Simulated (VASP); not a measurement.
# MnS (F-43m) in VASP: a series of runs

One crystal, MnS, is run at these levels: PBEsol; tasks: single point.

All numbers are computed with VASP 6.6.1; they aren't measurements. Logs are shortened: lines on timing, memory, paths and dates and some standing lists are left out, and cuts for length are marked.

## 1. The cell of the first run

The structure is cubic, space group F-43m (No. 216). The conventional cell has a = 5.612 Å, b = 5.612 Å, c = 5.612 Å, α = 90.00°, β = 90.00°, γ = 90.00°. Around Mn (site symmetry -43m) lie 4 S at 2.43 Å. S (site symmetry -43m) is surrounded by 4 Mn at 2.43 Å.

## 2. Single point, PBEsol, collinear spin, typed start (volume 22.096 Å^3 an atom, total moment held at 3.500 muB a cell)

Input file INCAR:

```
SYSTEM = MnS
ALGO     = Fast           ! electronic algorithm
EDIFF    = 1E-6           ! SCF threshold, eV
ENCUT    = 520            ! plane-wave cutoff, eV
GGA      = PS             ! functional
ISIF     = 2              ! what is computed and relaxed
ISMEAR   = 0              ! smearing method
ISPIN    = 2              ! spin polarisation
LASPH    = .True.         ! aspherical terms in the spheres
LCHARG   = .False.        ! write CHGCAR
LMAXMIX  = 4              ! l up to which the mixer works
LORBIT   = 11             ! projections on sites
LREAL    = .False.        ! projectors in reciprocal space
LWAVE    = .False.        ! write WAVECAR
MAGMOM   = 3.5 0          ! initial moments
NBANDS   = 20             ! bands
NELM     = 150            ! most SCF steps
NUPDOWN  = 3.5            ! fixed moment
PREC     = Accurate       ! precision mode
SIGMA    = 0.15           ! smearing width, eV
```

Input file KPOINTS:

```
k-points
0
Gamma
  16 16 16
  0 0 0
```

Input file POSCAR:

```
MnS
1.0
    0.0000000000      2.8061091103      2.8061091103
    2.8061091103      0.0000000000      2.8061091103
    2.8061091103      2.8061091103      0.0000000000
Mn S
1 1
Direct
    0.0000000000      0.0000000000      0.0000000000
    0.7500000000      0.7500000000      0.7500000000
```

Potentials or basis: VASP PAW PBE potentials, release 64 (Mn_pv, S).

Launch:

```bash
cat potpaw_PBE.64/Mn_pv/POTCAR potpaw_PBE.64/S/POTCAR > POTCAR
mpirun -np 1 vasp_std > vasp.out
```

OUTCAR:

```text
SYSTEM = MnS
   EDIFF = 1E-6
   ENCUT = 520
   GGA = PS
   ISIF = 2
   ISMEAR = 0
   ISPIN = 2
   LASPH = .True.
   LORBIT = 11
   LREAL = .False.
   NELM = 150
   NUPDOWN = 3.5
   PREC = Accurate

 ion  position               nearest neighbor table
   1  0.000  0.000  0.000-   2 2.43   2 2.43   2 2.43   2 2.43
   2  0.750  0.750  0.750-   1 2.43   1 2.43   1 2.43   1 2.43

  LATTYP: Found a face centered cubic cell.
 ALAT       =     5.6122182206

  Lattice vectors:

 A1 = (   0.0000000000,   2.8061091103,   2.8061091103)
 A2 = (   2.8061091103,   0.0000000000,   2.8061091103)
 A3 = (   2.8061091103,   2.8061091103,   0.0000000000)

Analysis of symmetry for initial positions (statically):
=====================================================================
 Subroutine PRICEL returns:
 Original cell was already a primitive cell.

 Routine SETGRP: Setting up the symmetry group for a
 face centered cubic supercell.

 Subroutine GETGRP returns: Found 24 space group operations
 (whereof 24 operations were pure point group operations)
 out of a pool of 48 trial point group operations.

The static configuration has the point symmetry T_d .

Analysis of symmetry for dynamics (positions and initial velocities):
=====================================================================
 Subroutine PRICEL returns:
 Original cell was already a primitive cell.

 Routine SETGRP: Setting up the symmetry group for a
 face centered cubic supercell.

 Subroutine GETGRP returns: Found 24 space group operations
 (whereof 24 operations were pure point group operations)
 out of a pool of 48 trial point group operations.

The dynamic configuration has the point symmetry T_d .

Analysis of structural, dynamic, and magnetic symmetry:
=====================================================================
 Subroutine PRICEL returns:
 Original cell was already a primitive cell.

 Routine SETGRP: Setting up the symmetry group for a
 face centered cubic supercell.

 Subroutine GETGRP returns: Found 24 space group operations
 (whereof 24 operations were pure point group operations)
 out of a pool of 48 trial point group operations.

The overall configuration has the point symmetry T_d .

 Subroutine INISYM returns: Found 24 space group operations
 (whereof 24 operations are pure point group operations),
 and found     1 'primitive' translations

----------------------------------------------------------------------------------------

                                     Primitive cell

  volume of cell :      44.1920

  direct lattice vectors                    reciprocal lattice vectors
     0.000000000  2.806109110  2.806109110    -0.178182665  0.178182665  0.178182665
     2.806109110  0.000000000  2.806109110     0.178182665 -0.178182665  0.178182665
     2.806109110  2.806109110  0.000000000     0.178182665  0.178182665 -0.178182665

  length of vectors
     3.968437561  3.968437561  3.968437561     0.308621429  0.308621429  0.308621429

  position of ions in fractional coordinates (direct lattice)
     0.000000000  0.000000000  0.000000000
     0.750000000  0.750000000  0.750000000

  ion indices of the primitive-cell ions
   primitive index   ion index
                 1           1
                 2           2

----------------------------------------------------------------------------------------

 KPOINTS: k-points

Automatic generation of k-mesh.
 Grid dimensions read from file:
 generate k-points for:   16   16   16

 Generating k-lattice:

  Cartesian coordinates                     Fractional coordinates (reciprocal lattice)
    -0.011136417  0.011136417  0.011136417     0.062500000  0.000000000  0.000000000
     0.011136417 -0.011136417  0.011136417     0.000000000  0.062500000  0.000000000
     0.011136417  0.011136417 -0.011136417     0.000000000  0.000000000  0.062500000

  Length of vectors
     0.019288839  0.019288839  0.019288839

  Shift w.r.t. Gamma in fractional coordinates (k-lattice)
     0.000000000  0.000000000  0.000000000

 Subroutine IBZKPT returns following result:
 ===========================================

 Found    145 irreducible k-points:

 Following reciprocal coordinates:
            Coordinates               Weight
  0.000000  0.000000  0.000000      1.000000
  0.062500  0.000000  0.000000      8.000000
  0.125000  0.000000  0.000000      8.000000
  0.187500  0.000000  0.000000      8.000000
  0.250000  0.000000  0.000000      8.000000
  0.312500  0.000000  0.000000      8.000000
[... 16 lines left out ...]
 -0.125000  0.062500  0.000000     24.000000
 -0.062500  0.062500  0.000000     12.000000
 [... further k-points ...]
   k-points           NKPTS =    145   k-points in BZ     NKDIM =    145   number of bands    NBANDS=     20
   number of dos      NEDOS =    301   number of ions     NIONS =      2
   total plane-waves  NPLWV =  27000
   dimension x,y,z NGX =    30 NGY =   30 NGZ =   30
   dimension x,y,z NGXF=    60 NGYF=   60 NGZF=   60
   ions per type =               1   1
   NGX,Y,Z   is equivalent  to a cutoff of  12.57, 12.57, 12.57 a.u.
   NGXF,Y,Z  is equivalent  to a cutoff of  25.14, 25.14, 25.14 a.u.
 SYSTEM =  MnS
   PREC   = accura    normal or accurate (medium, high low for compatibility)
   ISTART =      0    job   : 0-new  1-cont  2-samecut
   ICHARG =      2    charge: 1-file 2-atom 10-const
   ISPIN  =      2    spin polarized calculation?
   LNONCOLLINEAR =      F non collinear calculations
   LSORBIT =      F    spin-orbit coupling
   LASPH  =      T    aspherical Exc in radial PAW
   ENCUT  =  520.0 eV  38.22 Ry    6.18 a.u.   7.38  7.38  7.38*2*pi/ulx,y,z
   NELM   =    150;   NELMIN=  2; NELMDL= -5     # of ELM steps
   EDIFF  = 0.1E-05   stopping-criterion for ELM
   LREAL  =      F    real-space projection
   EDIFFG = 0.1E-04   stopping-criterion for IOM
   NSW    =      0    number of steps for IOM
   IBRION =     -1    ionic relax: 0-MD 1-quasi-New 2-CG
   NFREE  =      0    steps in history (QN), initial steepest desc. (CG)
   ISIF   =      2    stress and relaxation
   ISYM   =      2    0-nonsym 1-usesym 2-fastsym
   POTIM  = 0.5000    time-step for ionic-motion
   TEBEG  =    0.0;   TEEND  =   0.0 temperature during run
   PSTRESS=    0.0 pullay stress
   NELECT =      19.0000    total number of electrons
   NUPDOWN=       3.5000    fix difference up-down
   EMIN   =  10.00;   EMAX   =-10.00  energy-range for DOS
   EFERMI =   0.00;   METHOD = LEGACY
   ISMEAR =     0;   SIGMA  =   0.15  broadening in eV -4-tet -1-fermi 0-gaus
   EFERMI_NEDOS =   21; number of points for ismear=-14 and -15
   IALGO  =     68    algorithm
   IMIX   =      4    mixing-type and parameters
     AMIX     =   0.40;   BMIX     =  1.00
     AMIX_MAG =   1.60;   BMIX_MAG =  1.00
  volume/ion in A,a.u.               =      22.10       149.11
  Fermi-wavevector in a.u.,A,eV,Ry     =   1.235601  2.334947 20.772138  1.526709
  Thomas-Fermi vector in A             =   2.370244
   LORBIT       =     11    0 simple, 1 ext, 2 COOP (PROOUT), +10 PAW based schemes
   GGA     = PS    functional components
   LHFCALC =     F    Hartree Fock is set to
   AEXX    =    0.0000 exact exchange contribution
   IVDW    =     0    specifies the selected vdW correction
   LEPSILON=     F    determine dielectric tensor
   LRPA    =     F    only Hartree local field effects (RPA)
 spin polarized calculation
 RMM-DIIS sequential band-by-band and
 Gauss-broadening in eV      SIGMA  =   0.15
  energy-cutoff  :      520.00
  volume of cell :       44.19
 maximum number of plane-waves:      1243
 NGX is ok and might be reduce to    30
   NGX = 15   NGY = 15   NGZ = 15

 number of electron      18.9999987 magnetization       3.4999997

 Free energy of the ion-electron system (eV)
  ---------------------------------------------------
  ext. energy  EPLUGINS =         0.00000000
  ---------------------------------------------------
  free energy    TOTEN  =       -14.29655394 eV

  energy without entropy =      -14.26171604  energy(sigma->0) =      -14.27913499

 E-fermi :   4.5114     XC(G=0):  -9.5779

 val. band max:        4.4969087297   @ k =   0.1875   0.1875   0.0000
 cond. band min:       3.5281355245   @ k =   0.4375   0.1250   0.0625
 fundamental gap:     -0.9687732052
 Fermi energy:         3.5237859381

 spin component 1

 k-point     1 :       0.0000    0.0000    0.0000
  band No.  band energies     occupation
      1     -45.7058      1.00000
      2     -45.7058      1.00000
      3     -45.7058      1.00000
      4      -9.7241      1.00000
      5      -0.3267      1.00000
      6      -0.3267      1.00000
[... 12 lines left out ...]
     19      16.2063      0.00000
     20      17.0262      0.00000

 k-point     2 :       0.0625    0.0000    0.0000
  band No.  band energies     occupation
      1     -45.7059      1.00000
      2     -45.7058      1.00000
      3     -45.7058      1.00000
      4      -9.7019      1.00000
      5      -0.3753      1.00000
      6      -0.3179      1.00000
[... 12 lines left out ...]
     19      16.2465      0.00000
     20      17.0099      0.00000
[... 465 lines left out ...]
      3     -45.7059      1.00000
      4      -9.5900      1.00000
      5      -0.5970      1.00000
      6      -0.2823      1.00000
[... 12 lines left out ...]
     19      16.2302      0.00000
     20      17.6184      0.00000

 k-point    24 :      -0.0625    0.0625    0.0000
  band No.  band energies     occupation
      1     -45.7061      1.00000
      2     -45.7059      1.00000
      3     -45.7058      1.00000
      4      -9.6657      1.00000
      5      -0.4502      1.00000
      6      -0.3057      1.00000
[... 12 lines left out ...]
     19      16.4154      0.00000
     20      17.1363      0.00000

 [... further k-points ...]

 spin component 2

 k-point     1 :       0.0000    0.0000    0.0000
  band No.  band energies     occupation
      1     -42.1703      1.00000
      2     -42.1703      1.00000
      3     -42.1703      1.00000
      4      -9.6942      1.00000
      5       0.6253      1.00000
      6       0.6253      1.00000
[... 12 lines left out ...]
     19      16.7716      0.00000
     20      17.4464      0.00000

 k-point     2 :       0.0625    0.0000    0.0000
  band No.  band energies     occupation
      1     -42.1705      1.00000
      2     -42.1703      1.00000
      3     -42.1703      1.00000
      4      -9.6731      1.00000
      5       0.5346      1.00000
      6       0.6295      1.00000
[... 12 lines left out ...]
     19      16.6698      0.00000
     20      17.6165      0.00000
[... 465 lines left out ...]
      3     -42.1704      1.00000
      4      -9.5670      1.00000
      5       0.1517      1.00000
      6       0.6129      1.00000
[... 12 lines left out ...]
     19      16.5954      0.00000
     20      18.1564      0.00000

 k-point    24 :      -0.0625    0.0625    0.0000
  band No.  band energies     occupation
      1     -42.1707      1.00000
      2     -42.1704      1.00000
      3     -42.1704      1.00000
      4      -9.6388      1.00000
      5       0.4056      1.00000
      6       0.6180      1.00000
[... 12 lines left out ...]
     19      16.7801      0.00000
     20      17.6538      0.00000

 [... further k-points ...]

------------------------ aborting loop because EDIFF is reached ----------------------------------------

  FORCE on cell =-STRESS in cart. coord.  units (eV):
  Direction    XX          YY          ZZ          XY          YZ          ZX
  --------------------------------------------------------------------------------------
  -------------------------------------------------------------------------------------
  Total       -3.4970224     -3.4970224     -3.4970224      0.0000000      0.0000000      0.0000000
  in kB     -126.7842604   -126.7842604   -126.7842604      0.0000000      0.0000000      0.0000000
  external PRESSURE =    -126.7842604 kB  Pullay stress =       0.0000000 kB

 VOLUME and BASIS-vectors are now :
 -----------------------------------------------------------------------------
  energy-cutoff  :      520.00
  volume of cell :       44.19
      direct lattice vectors                 reciprocal lattice vectors
     0.000000000  2.806109110  2.806109110    -0.178182665  0.178182665  0.178182665
     2.806109110  0.000000000  2.806109110     0.178182665 -0.178182665  0.178182665
     2.806109110  2.806109110  0.000000000     0.178182665  0.178182665 -0.178182665

 POSITION                                       TOTAL-FORCE (eV/Angst)
 -----------------------------------------------------------------------------------
      0.00000      0.00000      0.00000        -0.000000     -0.000000      0.000000
      4.20916      4.20916      4.20916         0.000000      0.000000     -0.000000
 -----------------------------------------------------------------------------------
    total drift:                                0.000000      0.000000      0.000000

  FREE ENERGIE OF THE ION-ELECTRON SYSTEM (eV)
  ---------------------------------------------------
  free  energy   TOTEN  =       -14.2965539435 eV

  energy  without entropy=      -14.2617160416  energy(sigma->0) =      -14.27913499

 total charge

# of ion       s       p       d       tot
------------------------------------------
    1        0.249   6.185   4.989  11.423
    2        1.317   2.330   0.000   3.648
--------------------------------------------------
tot          1.567   8.515   4.989  15.071

 magnetization (x)

# of ion       s       p       d       tot
------------------------------------------
    1        0.037   0.033   3.312   3.381
    2        0.004  -0.085   0.000  -0.081
--------------------------------------------------
tot          0.040  -0.052   3.312   3.300
```

Run time: 4 min. Hardware: 1 thread of AMD EPYC 7R43 (Zen 3), shared host; peak memory 0.28 GiB.

What came out:

- Free energy: -14.2966 eV
- Pressure: -12.7 GPa
- Net moment: 3.50 μB per cell
- Site moments: Mn +3.38; S -0.08 μB
- Valence electrons inside the program's atomic spheres: Mn 11.42; S 3.65

Caveat: the PAW data sets were made with another functional, which shifts forces and pressure a little; the total moment is fixed, so each spin has its own Fermi level; a cell with one magnetic atom can't hold antiferromagnetic order, which such compounds often take.

## 3. Single point, PBEsol (volume 16.997 Å^3 an atom, total moment held at 0.000 muB a cell)

Input file INCAR:

```
  ALGO = Normal
  EDIFF = 1E-6
  ENCUT = 520
  GGA = PS
  ISIF = 2
  ISMEAR = 0
  LASPH = T
  LCHARG = F
  LREAL = F
  LWAVE = F
  NBANDS = 16
  NELM = 100
  PREC = Accurate
  SIGMA = 0.15
```

Input file KPOINTS:

```
k-points
0
Gamma
  16 16 16
```

Input file POSCAR:

```
MnS
1.0
    0.0000000000      2.5711303299      2.5711303299
    2.5711303299      0.0000000000      2.5711303299
    2.5711303299      2.5711303299      0.0000000000
Mn S
1 1
Direct
    0.0000000000      0.0000000000      0.0000000000
    0.7500000000      0.7500000000      0.7500000000
```

Potentials or basis: VASP PAW PBE potentials, release 64 (Mn_pv, S).

Launch:

```bash
cat potpaw_PBE.64/Mn_pv/POTCAR potpaw_PBE.64/S/POTCAR > POTCAR
mpirun -np 1 vasp_std > vasp.out
```

Run time: 61 s. Hardware: 1 thread of AMD EPYC 7R43 (Zen 3), shared host; peak memory 0.17 GiB.

It converged, with:

```
Free energy            : -14.5558 eV
Pressure               : -15.1 GPa
Band gap on the k mesh : none (metal or under the smearing width)
```

Levels at points of the mesh, in eV from the Fermi level:
| k point | band 5 | band 6 | band 7 | band 8 | band 9 | band 10 | band 11 | band 12 | band 13 | band 14 |
| --- | --- | --- | --- | --- | --- | --- | --- | --- | --- | --- |
| (0.00, 0.00, 0.00) | -4.28 | -4.28 | -4.28 | -0.59 | -0.59 | 3.05 | 3.10 | 3.10 | 3.10 | 7.54 |
| (0.50, 0.00, 0.00) | -6.12 | -4.05 | -4.05 | -0.40 | -0.40 | -0.29 | 1.63 | 1.63 | 4.97 | 8.19 |
| (0.50, 0.50, 0.00) | -6.14 | -3.82 | -3.82 | -1.38 | -0.17 | -0.06 | 0.23 | 0.23 | 4.95 | 6.40 |

Caveat: so large a pressure means that the cell lies far from this level's equilibrium, or that cutoff or potentials fall short; the potentials were made for another functional, which shifts forces and pressure; the run has no spin polarisation, though such a crystal can be magnetic; semilocal functionals often make such compounds metallic where correlation or magnetic order opens a gap, which also shifts bond lengths. Spin polarisation is off, so any magnetic state and its effect on volume and gap are missing.
